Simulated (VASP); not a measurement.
BN, 4 atoms in the cell. Symmetry: P6_3/mmc, No. 194, hexagonal system. The conventional cell has a = 2.501 Å, b = 2.501 Å, c = 6.872 Å, α = 90.00°, β = 90.00°, γ = 120.00°. B (site symmetry -6m2) is surrounded by 3 N at 1.44 Å. N (site symmetry -6m2) has 3 B at 1.44 Å as nearest neighbours. 

* Program: VASP 6.6.1
* Task: single point
* Functional: r2SCAN
* Potentials or basis: VASP PAW PBE potentials, release 64 (B, N)
* Cutoff: 520 eV
* k mesh: 12 × 12 × 4
* Occupations: gaussian, width 0.02 eV
* Spin: no spin polarisation
* Dipole correction: no
* Further INCAR settings: ALGO = Normal; EDIFF = 1e-06; NBANDS = 16

Potentials or basis: VASP PAW PBE potentials, release 64 (B, N).

The run is started by

```bash
$ cat potpaw_PBE.64/B/POTCAR potpaw_PBE.64/N/POTCAR > POTCAR
$ cp INCAR.step1 INCAR
$ mpirun -np 1 vasp_std > vasp.out
$ cp INCAR.step2 INCAR
$ mpirun -np 1 vasp_std > vasp.out
```

Hardware: 1 thread of Intel(R) Xeon(R) Platinum 8488C (Sapphire Rapids), on a shared host.

Q: Estimate the wall time of this run.

A: Run time: 80 s on 1 thread of Intel(R) Xeon(R) Platinum 8488C (Sapphire Rapids) (shared host), peak memory 0.17 GiB. Counts: scf iterations 9, k points 57.
